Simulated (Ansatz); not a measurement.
The system is MnO2.

```xyz
3
Lattice="1.4284 0.8247 4.5839 -1.4284 0.8247 4.5839 0.0000 -1.6494 4.5839" Properties=species:S:1:pos:R:3 pbc="T T T"
Mn    0.0000    0.0000    0.0000
O     0.0000    0.0000   10.1163
O     0.0000    0.0000    3.6355
```

Measurements of this composition are mostly on another form, of space group No. 136.

Base run:

```yaml
Program: Ansatz 0.2.0
Functional: LDA
Potentials_or_basis: Ansatz PAW
Cutoff: 420 eV
Density_cutoff: 1680 eV
k_mesh: 11 × 11 × 11
Occupations: fermi-dirac, width 0.05 eV
Spin: collinear spin, ferromagnetic start
Starting_moments: "[4.0, 0.0, 0.0] μB"
```

Its results: band gap on the k mesh 0.48 eV, indirect (least direct gap 0.53 eV); pressure -8.7 GPa; net moment 3.00 μB per cell; site moments Mn +2.47; O +0.06 μB; largest force 0.552 eV/Å.

**Question.** The run is repeated on the same cell with these changes: functional from LDA to r2SCAN; cutoff from 420 eV to 500 eV; density cutoff from 1680 eV to 2000 eV. What comes out?

**Answer.** Band gap on the k mesh 1.95 eV, indirect (least direct gap 2.05 eV); pressure -0.6 GPa; net moment 3.00 μB per cell; site moments Mn +2.59; O +0.02 μB; largest force 0.079 eV/Å.

r2SCAN gives the wider gap, since meta-GGAs in the generalised Kohn-Sham scheme recover part of the derivative discontinuity.

Caveats: a cell with one magnetic atom can't hold antiferromagnetic order, which such compounds often take; the PAW data sets come from PBE, with cores solved anew for the run's functional, which leaves a small shift of forces and pressure; the magnetic or orbital state may not be the lowest (some runs).

Not every run made on this cell is shown here.
